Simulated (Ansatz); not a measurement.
# Migration of H in CdS

The calculation used DFT PBE, scalar-relativistic, plane waves, PAW (Ansatz 0.2.0). Run with 420 eV cutoff, 2×2×2 k-mesh, Gaussian smearing of 0.02 eV, collinear spin.

Host crystal, relaxed:

```yaml
crystal:
  lattice:
    - [4.19732, 0.00000, 0.00000]
    - [-2.09866, 3.63498, 0.00000]
    - [0.00000, 0.00000, 6.83073]
  atoms:
    - { symbol: Cd, position: [0.66667, 0.33333, 0.50026] }
    - { symbol: Cd, position: [0.33333, 0.66667, 0.00026] }
    - { symbol: S, position: [0.66667, 0.33333, 0.87674] }
    - { symbol: S, position: [0.33333, 0.66667, 0.37674] }
```

In a supercell of 12 host sites, interstitial H hops to an equivalent place, moving 0.61 Å between the relaxed ends. Climbing-image nudged elastic band at fixed cell with images 0 (start) to 6 (end), the path measured over all atoms, converged to 0.05 eV/Å; the order of the saddle wasn't checked, and the small cell leaves errors of about a tenth of an eV. Zero-point motion and tunnelling, which matter for H, are left out.

Supercell rows in host cell vectors: 0 0 -1; -1 1 0; 2 1 0. H was set at (0.000, 0.000, 0.179) of the host cell.

At the relaxed start H has 1 Cd at 2.13 Å, 1 Cd at 2.16 Å, 1 S at 2.50 Å, 1 Cd at 2.64 Å, 1 S at 2.95 Å, 1 S at 2.97 Å.

How high is the barrier, and where does the atom pass?

0.00 eV at image 3, where H has 1 Cd at 2.12 Å, 2 Cd at 2.37 Å, 2 S at 2.72 Å, 1 S at 2.93 Å.

Cost: 1 run of about 6.8 core-minutes, on Arm Neoverse V2 (shared hosts).